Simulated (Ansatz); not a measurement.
The system is MnO2.

```
CELL_PARAMETERS angstrom
4.40042 0.00000 0.00000
0.00000 4.40042 0.00000
0.00000 0.00000 2.86708
ATOMIC_POSITIONS crystal
Mn 0.50000 0.50000 0.50000
Mn 0.00000 0.00000 0.00000
O 0.80492 0.19508 0.50000
O 0.69508 0.69508 0.00000
O 0.19508 0.80492 0.50000
O 0.30492 0.30492 0.00000
```

The cell is a database's computed one.

Base run:

```yaml
Program: Ansatz 0.2.0
Functional: PBE0
Potentials_or_basis: Ansatz PAW
Cutoff: 420 eV
Density_cutoff: 1680 eV
k_mesh: 4 × 4 × 6
Occupations: fermi-dirac, width 0.05 eV
Spin: collinear spin, ferromagnetic start
Starting_moments: "[4.0, 4.0, 0.0, 0.0, 0.0, 0.0] μB"
```

Its results: band gap on the k mesh 1.64 eV, direct; net moment 6.00 μB per cell; site moments Mn +2.60; O +0.01 μB; largest force 0.175 eV/Å.

Task: The run is repeated on the same cell with these changes: functional from PBE0 to HSE06. What comes out?

Result: Band gap on the k mesh 0.91 eV, direct; net moment 6.00 μB per cell; site moments Mn +2.60; O +0.01 μB; largest force 0.174 eV/Å.

Caveats: the magnetic or orbital state may not be the lowest; only a ferromagnetic start was run, and an antiferromagnetic order may lie lower in energy; the PAW data sets come from PBE, with cores solved anew for the run's functional, which leaves a small shift of forces and pressure.

Not every run made on this cell is shown here.
